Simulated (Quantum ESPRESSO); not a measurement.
# Ti (P6_3/mmc) in Quantum ESPRESSO: further runs

The runs below take Ti through phonons, with LDA.

Program: Quantum ESPRESSO 7.5. These are calculated values, not measurements. Logs are shortened: lines on timing, memory, paths and dates and some standing lists are left out, and cuts for length are marked.

## Step 1: The crystal as given

It takes space group P6_3/mmc (No. 194, hexagonal). Conventional cell: a = 2.950 Å, b = 2.950 Å, c = 4.680 Å, α = 90.00°, β = 90.00°, γ = 120.00°. Ti (site symmetry -6m2) has 12 Ti at 2.89 to 2.95 Å as nearest neighbours.

## Step 2: Phonons, LDA, target pressure -3 GPa, at which the enthalpy is minimised

The input, pw.in:

```
&CONTROL
  calculation = 'scf'
  prefix = 'pwscf'
  outdir = './tmp'
  pseudo_dir = './pseudo'
  tprnfor = .true.
  tstress = .true.
  disk_io = 'low'
/
&SYSTEM
  ibrav = 0
  celldm(1) = 8
  nat = 2
  ntyp = 1
  ecutwfc = 84
  nbnd = 19
  occupations = 'smearing'
  smearing = 'mv'
  degauss = 0.01469973
/
&ELECTRONS
  conv_thr = 4d-10
  electron_maxstep = 120
  mixing_beta = 0.5
/
ATOMIC_SPECIES
Ti    47.8670 Ti.upf
CELL_PARAMETERS alat
  0.6968365084558   0.0000000000000   0.0000000000000
 -0.3484182542279   0.6034781186156   0.0000000000000
  0.0000000000000   0.0000000000000   1.1054897829061
ATOMIC_POSITIONS crystal
Ti     0.6666666667    0.3333333333    0.7500000000
Ti     0.3333333333    0.6666666667    0.2500000000
K_POINTS automatic
10 10 6 0 0 0
```

The input, relax.in:

```
&CONTROL
  calculation = 'vc-relax'
  prefix = 'pwscf'
  outdir = './tmp'
  pseudo_dir = './pseudo'
  tprnfor = .true.
  tstress = .true.
  disk_io = 'low'
  nstep = 40
  forc_conv_thr = 0.0001
  etot_conv_thr = 1d-06
/
&SYSTEM
  ibrav = 0
  celldm(1) = 8
  nat = 2
  ntyp = 1
  ecutwfc = 84
  nbnd = 19
  occupations = 'smearing'
  smearing = 'mv'
  degauss = 0.01469973
/
&ELECTRONS
  conv_thr = 4d-10
  electron_maxstep = 120
  mixing_beta = 0.5
/
&IONS
  ion_dynamics = 'bfgs'
/
&CELL
  cell_dynamics = 'bfgs'
  press = -30
  press_conv_thr = 0.2
/
ATOMIC_SPECIES
Ti    47.8670 Ti.upf
CELL_PARAMETERS alat
  0.6968365084558   0.0000000000000   0.0000000000000
 -0.3484182542279   0.6034781186156   0.0000000000000
  0.0000000000000   0.0000000000000   1.1054897829061
ATOMIC_POSITIONS crystal
Ti     0.6666666667    0.3333333333    0.7500000000
Ti     0.3333333333    0.6666666667    0.2500000000
K_POINTS automatic
10 10 6 0 0 0
```

The input, scf2.in:

```
&CONTROL
  calculation = 'scf'
  prefix = 'pwscf'
  outdir = './tmp'
  pseudo_dir = './pseudo'
  tprnfor = .true.
  tstress = .true.
  disk_io = 'low'
/
&SYSTEM
  ibrav = 0
  celldm(1) = 8
  nat = 2
  ntyp = 1
  ecutwfc = 84
  nbnd = 19
  occupations = 'smearing'
  smearing = 'mv'
  degauss = 0.01469973
/
&ELECTRONS
  conv_thr = 1d-13
  electron_maxstep = 120
  mixing_beta = 0.5
  startingpot = 'file'
  startingwfc = 'file'
/
ATOMIC_SPECIES
Ti    47.8670 Ti.upf
CELL_PARAMETERS alat
  0.6829907195440  -0.0000000000068   0.0000000000000
 -0.3414953597661   0.5914873136775   0.0000000000000
  0.0000000000000   0.0000000000000   1.0778364311347
ATOMIC_POSITIONS crystal
Ti     0.6666666666    0.3333333332    0.7500000000
Ti     0.3333333332    0.6666666666    0.2500000000
K_POINTS automatic
10 10 6 0 0 0
```

The input, ph.in:

```
phonons of Ti
&INPUTPH
  prefix = 'pwscf'
  outdir = './tmp'
  tr2_ph = 1d-18
  fildyn = 'dyn'
  niter_ph = 90
  alpha_mix(1) = 0.4
/
0.0000000000 0.0000000000 0.0000000000
```

The input, dynmat.in:

```
&INPUT
  fildyn = 'dyn'
  asr = 'crystal'
  filout = 'dynmat.disp'
  fileig = 'dynmat.eig'
/
```

Potentials or basis: PseudoDojo 0.4.1 SR LDA standard.

On the command line:

```sh
> OMP_NUM_THREADS=1 mpirun -n 4 pw.x -nk 4 -in pw.in > pw.out
> OMP_NUM_THREADS=1 mpirun -n 4 pw.x -nk 4 -in relax.in > relax.out
> OMP_NUM_THREADS=1 mpirun -n 4 pw.x -nk 4 -in scf2.in > scf2.out
> OMP_NUM_THREADS=1 mpirun -n 4 ph.x -nk 4 -in ph.in > ph.out
> OMP_NUM_THREADS=1 mpirun -n 1 dynmat.x -in dynmat.in > dynmat.out
```

pw.out:

```text
This program is part of the open-source Quantum ESPRESSO suite
     for quantum simulation of materials; please cite
[... 6 lines left out ...]
     using ibrav=0 with symmetry is DISCOURAGED, use correct ibrav instead

     K-points division:     npool     =       4
     Subspace diagonalization in iterative solution of the eigenvalue problem:
     a serial algorithm will be used

     G-vector sticks info
     --------------------
     sticks:   dense  smooth     PW     G-vecs:    dense   smooth      PW
     Sum         721     721    211                24711    24711    3981

     Using Slab Decomposition

     bravais-lattice index     =            0
     lattice parameter (alat)  =       8.0000  a.u.
     unit-cell volume          =     238.0220 (a.u.)^3
     number of atoms/cell      =            2
     number of atomic types    =            1
     number of electrons       =        24.00
     number of Kohn-Sham states=           19
     kinetic-energy cutoff     =      84.0000  Ry
     charge density cutoff     =     336.0000  Ry
     scf convergence threshold =      4.0E-10
     mixing beta               =       0.5000
     number of iterations used =            8  plain     mixing
     Exchange-correlation= SLA  PW   NOGX NOGC
                           (   1   4   0   0   0   0   0)

     celldm(1)=   8.000000  celldm(2)=   0.000000  celldm(3)=   0.000000
     celldm(4)=   0.000000  celldm(5)=   0.000000  celldm(6)=   0.000000

     crystal axes: (cart. coord. in units of alat)
               a(1) = (   0.696837   0.000000   0.000000 )
               a(2) = (  -0.348418   0.603478   0.000000 )
               a(3) = (   0.000000   0.000000   1.105490 )

     reciprocal axes: (cart. coord. in units 2 pi/alat)
               b(1) = (  1.435057  0.828530 -0.000000 )
               b(2) = (  0.000000  1.657061  0.000000 )
               b(3) = (  0.000000 -0.000000  0.904576 )

     PseudoPot. # 1 for Ti read from file:
     Ti.upf
     Pseudo is Norm-conserving + core correction, Zval = 12.0
     Generated using ONCVPSP code by D. R. Hamann
     Using radial grid of 1568 points,  6 beta functions with:
                l(1) =   0
                l(2) =   0
                l(3) =   1
                l(4) =   1
                l(5) =   2
                l(6) =   2

     atomic species   valence    mass     pseudopotential
     Ti               12.00    47.86700     Ti( 1.00)

     24 Sym. Ops., with inversion, found (12 have fractional translation)

   Cartesian axes

     site n.     atom                  positions (alat units)
         1        Ti     tau(   1) = (   0.3484183   0.2011594   0.8291173  )
         2        Ti     tau(   2) = (  -0.0000000   0.4023187   0.2763724  )

     number of k points=    56  Marzari-Vanderbilt smearing, width (Ry)=  0.0147
                       cart. coord. in units 2pi/alat
        k(    1) = (   0.0000000   0.0000000   0.0000000), wk =   0.0033333
        k(    2) = (   0.0000000   0.0000000   0.1507627), wk =   0.0066667
        k(    3) = (   0.0000000   0.0000000   0.3015255), wk =   0.0066667
        k(    4) = (   0.0000000   0.0000000  -0.4522882), wk =   0.0033333
        k(    5) = (   0.0000000   0.1657061   0.0000000), wk =   0.0200000
        k(    6) = (   0.0000000   0.1657061   0.1507627), wk =   0.0400000
[... 48 lines left out ...]
        k(   55) = (   0.4305171   0.7456774   0.3015255), wk =   0.0400000
        k(   56) = (   0.4305171   0.7456774  -0.4522882), wk =   0.0200000

     Dense  grid:    24711 G-vectors     FFT dimensions: (  36,  36,  54)

     Initial potential from superposition of free atoms

     starting charge      23.9973, renormalised to      24.0000
     Starting wfcs are   20 randomized atomic wfcs

     Self-consistent Calculation

     iteration #  1     ecut=    84.00 Ry     beta= 0.50
     Davidson diagonalization with overlap
     ethr =  1.00E-02,  avg # of iterations =  3.1

     Threshold (ethr) on eigenvalues was too large:
     Diagonalizing with lowered threshold

     Davidson diagonalization with overlap
     ethr =  1.87E-04,  avg # of iterations =  3.9

     total energy              =    -237.35659182 Ry
     estimated scf accuracy    <       0.07707462 Ry

     iteration #  2     ecut=    84.00 Ry     beta= 0.50
     Davidson diagonalization with overlap
     ethr =  3.21E-04,  avg # of iterations =  2.1

     total energy              =    -237.37449303 Ry
     estimated scf accuracy    <       0.00267521 Ry

     iteration #  3     ecut=    84.00 Ry     beta= 0.50
     Davidson diagonalization with overlap
     ethr =  1.11E-05,  avg # of iterations =  3.4

     total energy              =    -237.37476628 Ry
     estimated scf accuracy    <       0.00048603 Ry

     iteration #  4     ecut=    84.00 Ry     beta= 0.50
     Davidson diagonalization with overlap
     ethr =  2.03E-06,  avg # of iterations =  2.9

     total energy              =    -237.37482368 Ry
     estimated scf accuracy    <       0.00013301 Ry

     iteration #  5     ecut=    84.00 Ry     beta= 0.50
     Davidson diagonalization with overlap
     ethr =  5.54E-07,  avg # of iterations =  2.6
[... 22 lines left out ...]
     total energy              =    -237.37487293 Ry
     estimated scf accuracy    <       0.00000004 Ry

     iteration #  9     ecut=    84.00 Ry     beta= 0.50
     Davidson diagonalization with overlap
     ethr =  1.87E-10,  avg # of iterations =  3.9

     total energy              =    -237.37487294 Ry
     estimated scf accuracy    <          1.0E-09 Ry

     iteration # 10     ecut=    84.00 Ry     beta= 0.50
     Davidson diagonalization with overlap
     ethr =  4.21E-12,  avg # of iterations =  4.3

     total energy              =    -237.37487294 Ry
     estimated scf accuracy    <          6.4E-10 Ry

     iteration # 11     ecut=    84.00 Ry     beta= 0.50
     Davidson diagonalization with overlap
     ethr =  2.67E-12,  avg # of iterations =  2.0

     End of self-consistent calculation

          k = 0.0000 0.0000 0.0000 (  3067 PWs)   bands (ev):

   -43.4142 -43.2789 -20.3192 -19.6855 -19.6855 -19.6232 -19.5866 -19.5866
     6.7665  10.2149  13.6042  13.6042  13.6656  13.7120  14.0906  14.0906
    14.4287  14.4287  15.9413

          k = 0.0000 0.0000 0.1508 (  3074 PWs)   bands (ev):

   -43.4053 -43.2880 -20.2742 -19.6789 -19.6789 -19.6716 -19.5933 -19.5933
     6.9965  10.0882  13.3015  13.5098  13.5098  13.5885  13.9712  13.9712
    14.6692  14.6692  15.9484

          k = 0.0000 0.0000 0.3015 (  3110 PWs)   bands (ev):

   -43.3807 -43.3130 -20.1503 -19.8026 -19.6609 -19.6609 -19.6114 -19.6114
     7.6492   9.5446  12.8746  13.2748  13.4337  13.4337  13.7211  13.7211
    15.1406  15.1406  15.8690

          k = 0.0000 0.0000-0.4523 (  3122 PWs)   bands (ev):

   -43.3470 -43.3470 -19.9782 -19.9782 -19.6362 -19.6362 -19.6362 -19.6362
     8.5953   8.5953  12.9410  12.9410  13.5092  13.5092  13.5092  13.5092
    15.5889  15.5889  15.5889

          k = 0.0000 0.1657 0.0000 (  3080 PWs)   bands (ev):

   -43.4045 -43.2750 -20.2977 -19.7294 -19.7001 -19.6323 -19.6322 -19.5925
     7.0424  10.4312  13.1660  13.2012  13.7991  13.9269  14.0453  14.2639
    14.2791  14.2818  16.0178
[... 69 lines left out ...]
   -43.3116 -43.2524 -20.1079 -20.0637 -19.9924 -19.8137 -19.7615 -19.6506
     9.9990  10.9865  11.1943  12.2598  13.3896  13.5315  13.8447  15.8590
    16.0562  16.1535  16.3315

          k = 0.0000 0.6628 0.1508 (  3114 PWs)   bands (ev):

   -43.3077 -43.2564 -20.1674 -20.0435 -19.9671 -19.8029 -19.7465 -19.6617
     9.9912  10.9176  11.4143  12.1589  13.5266  13.6404  13.8650  15.8186
    15.8903  16.0703  16.2825

          k = 0.0000 0.6628 0.3015 (  3092 PWs)   bands (ev):

   -43.2968 -43.2672 -20.2001 -20.1194 -19.8620 -19.7733 -19.7409 -19.6918
    10.0692  10.6787  11.7519  12.2277  13.5732  13.9215  14.0531  15.2192
    15.9690  16.0045  16.1911

          k = 0.0000 0.6628-0.4523 (  3094 PWs)   bands (ev):

   -43.2820 -43.2820 -20.1813 -20.1813 -19.7794 -19.7794 -19.7327 -19.7327
    10.3203  10.3203  12.1092  12.1092  13.8295  13.8295  14.5213  14.5213
    16.0790  16.0790  16.4173

          k = 0.0000-0.8285 0.0000 (  3086 PWs)   bands (ev):

   -43.2972 -43.2531 -20.1529 -20.0325 -20.0182 -19.8263 -19.7946 -19.6580
    10.5553  10.7408  11.0423  12.2876  13.3054  13.4548  14.0006  16.1448
    16.3496  16.3724  17.1706

          k = 0.0000-0.8285 0.1508 (  3098 PWs)   bands (ev):

   -43.2942 -43.2561 -20.1944 -20.0772 -19.9529 -19.8152 -19.7721 -19.6694
    10.3239  10.7635  11.4914  11.9751  13.4533  13.8836  13.9096  15.9885
    16.2207  16.3602  16.8817

          k = 0.0000-0.8285 0.3015 (  3092 PWs)   bands (ev):

   -43.2861 -43.2641 -20.2296 -20.1574 -19.8533 -19.7847 -19.7534 -19.7005
    10.2119  10.6432  11.8187  12.0527  13.7744  13.8813  14.4731  15.3130
    16.2347  16.3266  16.3564

          k = 0.0000-0.8285-0.4523 (  3088 PWs)   bands (ev):

   -43.2751 -43.2751 -20.2164 -20.2164 -19.7797 -19.7797 -19.7428 -19.7428
    10.3565  10.3565  12.0538  12.0538  14.2030  14.2030  14.5371  14.5371
    16.2802  16.2802  16.5953

          k = 0.1435 0.2486 0.0000 (  3078 PWs)   bands (ev):

   -43.3866 -43.2684 -20.2570 -19.7981 -19.7561 -19.6862 -19.6507 -19.6114
     7.5703  10.8068  12.5650  12.7754  13.7393  13.8927  14.1975  14.2492
    14.2511  14.6522  16.0985

          k = 0.1435 0.2486 0.1508 (  3081 PWs)   bands (ev):

   -43.3787 -43.2764 -20.2240 -19.7858 -19.7736 -19.7146 -19.6444 -19.6195
     7.7789  10.7164  12.3181  12.8214  13.6030  13.8047  13.9171  14.3339
    14.6175  14.7550  16.0645

          k = 0.1435 0.2486 0.3015 (  3081 PWs)   bands (ev):

   -43.3573 -43.2982 -20.1326 -19.8711 -19.7529 -19.7092 -19.6595 -19.6410
     8.3735  10.1774  12.2087  12.9204  13.1763  13.6457  13.8376  14.1391
    15.0781  15.2232  15.8973

          k = 0.1435 0.2486-0.4523 (  3086 PWs)   bands (ev):

   -43.3278 -43.3278 -20.0045 -20.0045 -19.7133 -19.7133 -19.6664 -19.6664
     9.2503   9.2503  12.5457  12.5457  13.3242  13.3242  13.9285  13.9285
    15.5440  15.5440  15.8169

          k = 0.1435 0.4143 0.0000 (  3089 PWs)   bands (ev):
[... 145 lines left out ...]
   -43.2760 -43.2590 -20.0692 -19.9786 -19.9428 -19.9284 -19.8559 -19.8202
    11.2013  11.3083  11.5700  11.6185  12.9915  13.1971  14.2458  15.6707
    16.0720  16.0871  18.1119

          k = 0.4305 0.7457 0.1508 (  3089 PWs)   bands (ev):

   -43.2749 -43.2601 -20.0698 -20.0601 -19.9849 -19.8664 -19.8219 -19.7906
    11.2311  11.3413  11.6107  11.7417  12.9762  13.0377  14.2222  15.6499
    15.7614  16.1235  18.2913

          k = 0.4305 0.7457 0.3015 (  3092 PWs)   bands (ev):

   -43.2717 -43.2632 -20.1248 -20.1094 -19.9845 -19.8846 -19.7580 -19.7293
    11.3030  11.3734  11.7901  12.0265  12.7091  12.8746  14.2335  15.0030
    15.8305  16.1442  18.5989

          k = 0.4305 0.7457-0.4523 (  3096 PWs)   bands (ev):

   -43.2674 -43.2674 -20.1413 -20.1413 -19.9365 -19.9365 -19.7167 -19.7167
    11.3609  11.3609  12.0654  12.0654  12.6541  12.6541  14.4624  14.4624
    16.0144  16.0144  18.9734

     the Fermi energy is    12.8569 ev

!    total energy              =    -237.37487294 Ry
     estimated scf accuracy    <          1.4E-10 Ry
     smearing contrib. (-TS)   =      -0.00070830 Ry
     internal energy E=F+TS    =    -237.37416464 Ry

     The total energy is F=E-TS. E is the sum of the following terms:
     one-electron contribution =     -82.65020746 Ry
     hartree contribution      =      48.81783723 Ry
     xc contribution           =     -34.45971642 Ry
     ewald contribution        =    -169.08207799 Ry

     convergence has been achieved in  11 iterations

     Forces acting on atoms (cartesian axes, Ry/au):

     atom    1 type  1   force =    -0.00000000   -0.00000000    0.00000000
     atom    2 type  1   force =     0.00000000    0.00000000    0.00000000

     Total force =     0.000000     Total SCF correction =     0.000000

     Computing stress (Cartesian axis) and pressure

          total   stress  (Ry/bohr**3)                   (kbar)     P=      -97.21
  -0.00064597  -0.00000000   0.00000000          -95.02       -0.00        0.00
  -0.00000000  -0.00064597   0.00000000           -0.00      -95.02        0.00
   0.00000000   0.00000000  -0.00069059            0.00        0.00     -101.59

=------------------------------------------------------------------------------=
   JOB DONE.
=------------------------------------------------------------------------------=
```

Wall time 5 min (4 MPI ranks of Arm Neoverse V1, shared host); peak memory 0.28 GiB.

Results:

| Item | Value |
| --- | --- |
| Free energy | -3229.7411 eV |
| Relaxed volume | 16.52 Å³/atom |
| Relaxed cell | a = 2.891 Å, b = 2.891 Å, c = 4.563 Å, α = 90.00°, β = 90.00°, γ = 120.00° |
| Space group after relaxing (to 0.05 Å) | P6_3/mmc (No. 194) |
| Pressure after relaxing | -3.0 GPa |
| Band gap on the k mesh | none (metal or under the smearing width) |
| Highest phonon frequency at Γ | 194 cm⁻¹ |

The path:
| step | energy change (eV) | largest force (eV/Å) | pressure (GPa) | volume (Å³) |
| --- | --- | --- | --- | --- |
| 1 | 0.0000 | 0.0000 | -9.72 | 35.27 |
| 2 | -0.0605 | 0.0000 | -6.39 | 34.08 |
| 3 | -0.0932 | 0.0000 | -2.65 | 32.94 |
| 4 | -0.0914 | 0.0000 | -3.01 | 33.04 |
| 5 | -0.0914 | 0.0000 | -3.01 | 33.04 |
| 6 | -0.0914 | 0.0000 | -3.01 | 33.04 |
| 7 | -0.0914 | 0.0000 | -3.01 | 33.04 |
| 8 | -0.0914 | 0.0000 | -3.00 | 33.04 |

Final structure:
```
CELL_PARAMETERS angstrom
2.89138 0.00000 0.00000
-1.44569 2.50401 0.00000
0.00000 0.00000 4.56293
ATOMIC_POSITIONS crystal
Ti 0.66667 0.33333 0.75000
Ti 0.33333 0.66667 0.25000
```

Phonon frequencies in cm⁻¹ (negative: imaginary):
| q point | frequencies |
| --- | --- |
| (0.000, 0.000, 0.000) | -1 -1 1 117 117 194 |

Optical modes at Γ, degenerate ones joined:
```
cm⁻¹  components  symmetry  active in
 117           2       E2g      Raman
 194           1       B1g     silent
```

Caveat: the mesh is thin for the phonons of a metal.

[end of part 1 of 2]
